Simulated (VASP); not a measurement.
Wanted: the native input for a VASP 6.6.1 run.

| Property | Result |
| --- | --- |
| Task | relaxation of shape and atoms at fixed volume |
| Functional | LDA |
| Potentials or basis | VASP PAW LDA potentials, release 64 (Si) |
| Cutoff | 600 eV |
| k mesh | 18 × 18 × 15 |
| Occupations | methfessel-paxton, width 0.1 eV |
| Spin | no spin polarisation |
| Further INCAR settings | ALGO = Fast; EDIFF = 1e-07; IBRION = 2; EDIFFG = -0.01; NSW = 40; ISIF = 4 |

The structure of Si lies in POSCAR:

```
Si                                      
1.0
    2.6442483656      0.0000000000      0.0000000000
   -1.3221241828      2.2899862584     -0.0000000000
    0.0000000000      0.0000000000      2.5008818469
  Si            
     1
Direct
     0.0000000000000000    0.0000000000000000    0.0000000000000000
```

This isn't the form of Si at room conditions, which is diamond.

The cell isn't the ideal one: a relaxed cell with its volume scaled by 1.04.

The input as run:

INCAR

```
SYSTEM = Si
  PREC = Accurate
  ENCUT = 600
  EDIFF = 1E-7
  ISMEAR = 1
  SIGMA = 0.1
  LREAL = .False.
  LASPH = .True.
  NELM = 80
  ALGO = Fast
  ISIF = 4
  LWAVE = .False.
  LCHARG = .False.
  GGA = CA
  IBRION = 2
  NSW = 40
  EDIFFG = -0.01
```

KPOINTS

```
Automatic mesh
0
Gamma
  18 18 15
  0 0 0
```

Potentials or basis: VASP PAW LDA potentials, release 64 (Si).

Launch:

```bash
$ cat potpaw_LDA.64/Si/POTCAR > POTCAR
$ mpirun -np 1 vasp_std > vasp.out
```

Results of the run:

| Property | Result |
| --- | --- |
| Pressure after relaxing | -4.2 GPa |
| Band gap on the k mesh | none (metal or under the smearing width) |

Caveat: the relaxation stopped at its first step, so nothing moved.

Run time: 7.4 s on 1 thread of Intel(R) Xeon(R) 6975P-C (Granite Rapids) (shared host), peak memory 0.14 GiB.
